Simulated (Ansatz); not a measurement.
Density of states of SbPt (P6_3/mmc, a = 4.182 Å, b = 4.182 Å, c = 5.519 Å, α = 90.00°, β = 90.00°, γ = 120.00°), in states per eV and primitive cell, averaged over bins of 0.3 eV. Theory: DFT r2SCAN, scalar-relativistic, plane waves, PAW (Ansatz 0.2.0).

Settings: cutoff 500 eV, Γ-centred mesh 12×12×8 on the computed 4-atom cell, Gaussian smearing of 0.10 eV; no spin polarisation.

The cell is relaxed at this level. The states (both spins) are summed by tetrahedra on a 18×18×12 mesh at the self-consistent density. Energies are bin centres; the table starts no lower than −8 eV and ends at 6 eV, or lower where the solved bands end.

It is a metal at this level.

```csv
E − E_F (eV),total,Pt 5d,Sb 5p,Pt 6s,Sb 5s
-7.80,0.34,0.09,0.12,0.11,0.02
-7.50,0.81,0.24,0.29,0.22,0.05
-7.20,0.90,0.26,0.35,0.22,0.06
-6.90,1.17,0.33,0.51,0.24,0.07
-6.60,1.93,0.61,0.90,0.31,0.09
-6.30,3.04,1.16,1.39,0.36,0.09
-6.00,5.59,3.50,1.78,0.20,0.07
-5.70,4.01,2.68,1.11,0.14,0.05
-5.40,4.25,2.89,1.09,0.19,0.04
-5.10,3.78,2.67,0.92,0.12,0.03
-4.80,4.52,3.38,0.95,0.07,0.08
-4.50,4.86,3.55,1.07,0.10,0.08
-4.20,5.39,3.99,1.10,0.14,0.09
-3.90,4.97,3.98,0.72,0.11,0.07
-3.60,8.01,7.00,0.64,0.19,0.07
-3.30,6.76,5.56,0.83,0.16,0.09
-3.00,3.47,2.92,0.33,0.11,0.05
-2.70,3.41,2.68,0.51,0.07,0.09
-2.40,5.37,4.56,0.53,0.07,0.15
-2.10,2.25,1.59,0.43,0.07,0.12
-1.80,1.92,1.08,0.62,0.06,0.10
-1.50,1.83,0.91,0.69,0.06,0.11
-1.20,1.83,0.83,0.73,0.07,0.14
-0.90,1.96,0.82,0.77,0.10,0.20
-0.60,1.76,0.70,0.74,0.08,0.18
-0.30,1.60,0.61,0.72,0.05,0.16
0.00,1.73,0.68,0.75,0.05,0.18
0.30,2.05,0.74,0.94,0.06,0.22
0.60,1.82,0.56,0.92,0.07,0.18
0.90,1.20,0.30,0.66,0.06,0.12
1.20,1.79,0.41,1.01,0.11,0.15
1.50,1.68,0.37,0.98,0.09,0.12
1.80,1.61,0.35,0.93,0.11,0.09
2.10,1.76,0.38,0.99,0.16,0.08
2.40,1.87,0.33,1.12,0.17,0.06
2.70,1.57,0.25,0.93,0.17,0.05
3.00,1.53,0.25,0.93,0.18,0.03
3.30,1.71,0.28,1.04,0.21,0.02
3.60,1.19,0.17,0.64,0.23,0.02
3.90,1.16,0.13,0.53,0.30,0.02
4.20,1.56,0.12,0.56,0.44,0.03
4.50,2.77,0.16,0.95,0.77,0.05
4.80,3.41,0.19,1.21,1.00,0.08
5.10,2.19,0.10,0.77,0.69,0.06
5.40,1.24,0.04,0.39,0.39,0.02
5.70,1.23,0.03,0.26,0.29,0.02
```

The columns after the total are the main Löwdin projections on the occupied valence shells of the potentials; 1 other is left out. The rest of the total lies in those, in shells that are empty in the free atom, which aren't projected, and between the atoms.

Spin-orbit coupling is left out, which matters for the bands of heavy elements.

Cost: 1 run of about 1.2 core-minutes, on Intel Xeon 6975P-C (Granite Rapids) (shared hosts).